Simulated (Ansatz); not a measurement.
Runs of Ansatz 0.2.0 on KCl (Sylvite). Symmetry: Fm-3m, No. 225, cubic system. Conventional cell: a = 6.293 Å, b = 6.293 Å, c = 6.293 Å, α = 90.00°, β = 90.00°, γ = 90.00°. K (site symmetry m-3m) is surrounded by 6 Cl at 3.15 Å. Cl (site symmetry m-3m) has 6 K at 3.15 Å as nearest neighbours. 

| task | level | cutoff (eV) | points for each segment of the path | gap on the mesh (eV) | pressure (GPa) | V0 of scaled cells (Å³/atom) | B0 (GPa) |
| --- | --- | --- | --- | --- | --- | --- | --- |
| equation of state | PBEsol | 420 | - | - | - | 30.43 | (a) |
| band structure | PBEsol | 420 | 14 | (c) | -0.4 | - | - |
| band structure | r2SCAN | 500 | 14 | 5.83 | (b) | - | - |
| band structure | PBE | 420 | 14 | 5.19 | 0.8 | - | - |
| equation of state | r2SCAN | 500 | - | - | - | 31.15 | 19 |

Alike in all rows: potentials or basis Ansatz PAW; no spin polarisation; cell as given; k mesh 7 × 7 × 7; smearing fermi-dirac 0.05 eV.

Q: Fill in the values left out.

A: (a) 18; (b) 0.0; (c) 5.03.

Caveats: the PAW data sets come from PBE, with cores solved anew for the run's functional, which leaves a small shift of forces and pressure (some runs); the PAW data sets were made with another functional, which shifts forces and pressure a little (some runs).

